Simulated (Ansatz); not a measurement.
Runs of Ansatz 0.2.0 on GaAs. Symmetry: F-43m, No. 216, cubic system. Conventional cell: a = 5.654 Å, b = 5.654 Å, c = 5.654 Å, α = 90.00°, β = 90.00°, γ = 90.00°. As (site symmetry -43m) is surrounded by 4 Ga at 2.45 Å. Around Ga (site symmetry -43m) lie 4 As at 2.45 Å. 

| task | level | cell | k mesh | smearing | atoms under strain | gap on the mesh (eV) | pressure (GPa) | relaxed volume (Å³/atom) |
| --- | --- | --- | --- | --- | --- | --- | --- | --- |
| relaxation of cell and atoms | PBE+D4 | relaxed | 8 × 8 × 8 | fermi-dirac 0.05 eV | - | (b) | 0.0 | 22.66 |
| single point | PBE | as given | 8 × 8 × 8 | gaussian 0.023 eV | - | 0.52 | 3.3 | - |
| relaxation of cell and atoms | BLYP | relaxed | 8 × 8 × 8 | fermi-dirac 0.05 eV | - | - | 0.0 | (a) |
| single point | PBE | as given | 8 × 8 × 8 | gaussian 0.019 eV | - | 0.52 | 3.3 | - |
| single point | PBE | as given | 8 × 8 × 8 | gaussian 0.016 eV | - | 0.52 | 3.3 | - |
| single point | PBE | as given | 8 × 8 × 8 | gaussian 0.025 eV | - | 0.52 | 3.3 | - |
| elastic constants | LDA | as given | 6 × 6 × 6 | fixed | relaxed | 0.28 | -1.9 | - |
| single point | PBE | as given | 8 × 8 × 8 | gaussian 0.021 eV | - | 0.52 | 3.3 | - |

Alike in all rows: potentials or basis Ansatz PAW; no spin polarisation; cutoff (eV) 420.

Estimate the missing entries.

(a) 25.14; (b) 0.49.

Caveats: the plane-wave basis is chosen anew once the cell has moved, so the energies of steps on either side of that aren't comparable (some runs); the PAW data sets come from PBE, with cores solved anew for the run's functional, which leaves a small shift of forces and pressure (some runs); the volume moved by +11 % from the deposited cell, more than functionals usually miss (some runs).

A k mesh can miss the band edges, and the runs leave out spin-orbit coupling on As, Ga.
